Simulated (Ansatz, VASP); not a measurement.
## Mo: VASP beside Ansatz

The input INCAR:

```
SYSTEM = Mo
PREC = Accurate
ENCUT = 520
EDIFF = 1E-7
ISMEAR = 0
SIGMA = 0.15
LREAL = .FALSE.
LASPH = .TRUE.
NELM = 80
ALGO = Normal
ISIF = 2
LWAVE = .FALSE.
LCHARG = .FALSE.
GGA = PS
NBANDS = 13
```

File KPOINTS:

```
regular mesh
0
G
  18 18 18
  0 0 0
```

Contents of POSCAR:

```
Mo
1.0
    2.6534450853      0.0000000000      0.0000000000
   -1.3267225426      2.2979508514      0.0000000000
    0.0000000000      0.0000000000      2.6318361210
Mo
1
Direct
    0.0000000000      0.0000000000      0.5000000000
```

Input for Ansatz:

```yaml
crystal:
  lattice:
    - [2.6534450853, 0.0, 0.0]
    - [-1.3267225426, 2.2979508514, 0.0]
    - [0.0, 0.0, 2.631836121]
  atoms:
    - { symbol: Mo, position: [0.0, 0.0, 0.5] }
basis:
  ecutwfc: 420
kpoints:
  mp_grid: { grid: [18, 18, 18] }
hamiltonian:
  xc: pbesol
scf:
  occupations: { method: gaussian, width: 0.15 }
output:
  forces: true
  stress: true
  eigenvalues: true
```

Change from the starting cell: strain -0.030 along x and y, +0.030 along z, atoms carried along.

Alike in both runs: task single point; functional PBEsol; k mesh 18 × 18 × 18; occupations gaussian, width 0.15 eV; no spin polarisation.

|  | VASP | Ansatz |
| --- | --- | --- |
| version | VASP 6.6.1 | Ansatz 0.2.0 |
| potentials or method | VASP PAW PBE potentials, release 64 (Mo_sv) | scalar-relativistic, plane waves, PAW |
| plane-wave cutoff (eV) | 520 | 420 |
| valence electrons in the cell | 14 | 14 |

Ansatz gave:

```
gap on the k mesh at the Fermi level (eV)       : none
pressure (GPa)                                  : 4.8
largest component of the traceless stress (GPa) : 19.55
```

Q: What did VASP give for the same quantities?

A: gap on the k mesh at the Fermi level (eV): none; pressure (GPa): 5.4; largest component of the traceless stress (GPa): 19.63.

A gap of «none» marks a metal or a gap that the smearing closes. The functional is the same, so the differences come from potentials, cutoffs and numerics.

Caveats: the PAW data sets were made with another functional, which shifts forces and pressure a little (VASP).
